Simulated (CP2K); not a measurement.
## ZnS: band structure with PBE

ZnS:

```xyz
2
Lattice="3.8212 0.0000 0.0000 1.9106 3.3093 0.0000 1.9106 1.1031 3.0576" Properties=species:S:1:pos:R:3 pbc="T T T"
Zn    5.7318    3.3093    2.2932
S     0.0000    0.0000    0.0000
```

The cell isn't the ideal one: strain_c = -0.02.

```yaml
Program: CP2K 2026.2
Task: band structure
Functional: PBE
Potentials_or_basis: POTENTIAL_UZH Zn GTH-PBE-q12, S GTH-PBE-q6; TZVP-MOLOPT-PBE-GTH basis
Density_cutoff: 6123 eV
k_mesh: 9 × 9 × 9
Occupations: fermi-dirac, width 0.05 eV
Spin: no spin polarisation
SCF_solver: diagonalisation with k points
Quickstep_method: GPW
EPS_DEFAULT: 1.0E-10
EPS_SCF: 1.0E-6
MAX_SCF: 100
SCF_GUESS: ATOMIC
k_points_reduced_by_the_point_group: yes
Mesh_centred_on_Gamma: yes
CHOLESKY: OFF
EPS_EIGVAL: 1.0E-7
MIXING_METHOD: BROYDEN_MIXING
MIXING_ALPHA: 0.4
NBUFFER: 8
NGRIDS: 5
Basis_sets: Zn TZVP-MOLOPT-PBE-GTH-q12, S TZVP-MOLOPT-PBE-GTH-q6
Potentials: Zn GTH-PBE-q12 of POTENTIAL_UZH, S GTH-PBE-q6 of POTENTIAL_UZH
ADDED_MOS: "[10]"
Points_a_segment_of_the_path_NPOINTS: 10
Bands_added_on_the_path: 6
REL_CUTOFF_Ry: 60 Ry
MIXING_BETA_1/bohr: 1.5 1/bohr
CUTOFF_of_the_grids: 450 Ry
```

* Pressure: 3.8 GPa
* Largest force: 0.171 eV/Å
* Band gap on the k mesh: 2.11 eV, direct
* Band gap along the path: 2.11 eV, direct
* Mulliken charges: Zn +0.38; S -0.38 e

Forces on the atoms (eV/Å):
```
Zn   0.000  0.000  0.171
S    0.000  0.000 -0.171
```

Stress tensor (GPa, compression positive):
```
2.71 0.00 0.00
0.00 2.71 0.00
0.00 0.00 5.85
```

Levels at the corners of the path, in eV from the valence-band top:
| point | band 5 | band 6 | band 7 | band 8 | band 9 | band 10 | band 11 | band 12 | band 13 | band 14 |
| --- | --- | --- | --- | --- | --- | --- | --- | --- | --- | --- |
| Γ | -6.01 | -6.01 | -0.07 | -0.07 | 0.00 | 2.11 | 6.25 | 6.25 | 6.55 | 12.87 |
| L | -5.97 | -5.80 | -5.48 | -0.93 | -0.91 | 3.33 | 6.92 | 7.11 | 8.96 | 13.38 |
| B1 | -6.05 | -5.59 | -4.75 | -2.91 | -2.85 | 5.65 | 6.13 | 7.91 | 8.44 | 12.64 |
| B | -6.05 | -5.59 | -4.75 | -2.91 | -2.85 | 5.65 | 6.13 | 7.91 | 8.44 | 12.64 |
| Z | -5.97 | -5.78 | -5.50 | -1.03 | -1.03 | 3.16 | 6.89 | 6.89 | 9.07 | 13.22 |
| Γ | -6.01 | -6.01 | -0.07 | -0.07 | 0.00 | 2.11 | 6.25 | 6.25 | 6.55 | 12.87 |
| X | -5.96 | -5.65 | -4.78 | -3.28 | -1.87 | 4.17 | 5.87 | 9.55 | 10.01 | 10.92 |
| Q | -5.96 | -5.65 | -4.78 | -3.28 | -1.87 | 4.17 | 5.87 | 9.55 | 10.01 | 10.92 |
| F | -5.92 | -5.78 | -4.71 | -2.42 | -2.28 | 3.32 | 4.11 | 11.11 | 12.15 | 12.22 |
| P1 | -5.97 | -5.64 | -4.79 | -3.25 | -1.96 | 4.04 | 6.15 | 9.48 | 9.80 | 10.93 |
| Z | -5.97 | -5.78 | -5.50 | -1.03 | -1.03 | 3.16 | 6.89 | 6.89 | 9.07 | 13.22 |
| L | -5.97 | -5.80 | -5.48 | -0.93 | -0.91 | 3.33 | 6.92 | 7.11 | 8.96 | 13.38 |
| P | -5.97 | -5.64 | -4.79 | -3.25 | -1.96 | 4.04 | 6.15 | 9.48 | 9.80 | 10.93 |

Wall time 2.3 min on 1 thread of Intel(R) Xeon(R) Platinum 8375C CPU @ 2.90GHz (Ice Lake), with other jobs on the host, peak memory 0.4 GiB.

Caveat: Mulliken charges move with the basis; the basis of atomic orbitals isn't converged, which shifts pressures, moduli and gaps.
